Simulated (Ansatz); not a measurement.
**Si3Mo5 (I4/mcm)**

These are results of DFT PBEsol, scalar-relativistic, plane waves, PAW (Ansatz), not measurements.

Plane waves to 420 eV, a k mesh through Γ of 8×8×8 on the computed 16-atom cell and Gaussian smearing (0.10 eV); no spin polarisation.

The structure is relaxed at this level of theory with its symmetry kept. Whether it is the stable form of this composition wasn't checked.

It takes space group I4/mcm (No. 140, tetragonal). Conventional cell: a = 9.604 Å, b = 9.604 Å, c = 4.871 Å, α = 90.00°, β = 90.00°, γ = 90.00°. Si (site symmetry 422) has 2 Si at 2.44 Å and 8 Mo at 2.58 Å as nearest neighbours. Si (site symmetry m2m) is surrounded by 10 Mo at 2.52 to 2.79 Å. Mo (site symmetry -42m) has 2 Mo at 2.44 Å and 4 Si at 2.58 Å as nearest neighbours. Around Mo (site symmetry m) lie 6 Si at 2.52 to 2.79 Å and 3 Mo at 2.70 to 2.85 Å.

| Quantity | Value |
| --- | --- |
| Volume per atom | 14.04 Å³ |
| Formation energy from the elements' standard states (uncorrected) | -0.457 eV/atom |
| Kohn–Sham band gap | none (metal) |
| Density of states at the Fermi level | 8.47 states/eV per cell |
| Löwdin character within 0.5 eV of the Fermi level | Mo 4d 88 % |
| Bulk modulus | 256 GPa |
| Its pressure derivative | 4.3 |

Cost: 9 runs of about 80 core-minutes in all, on Intel Xeon Platinum 8259CL (Skylake/Cascade Lake) (shared hosts).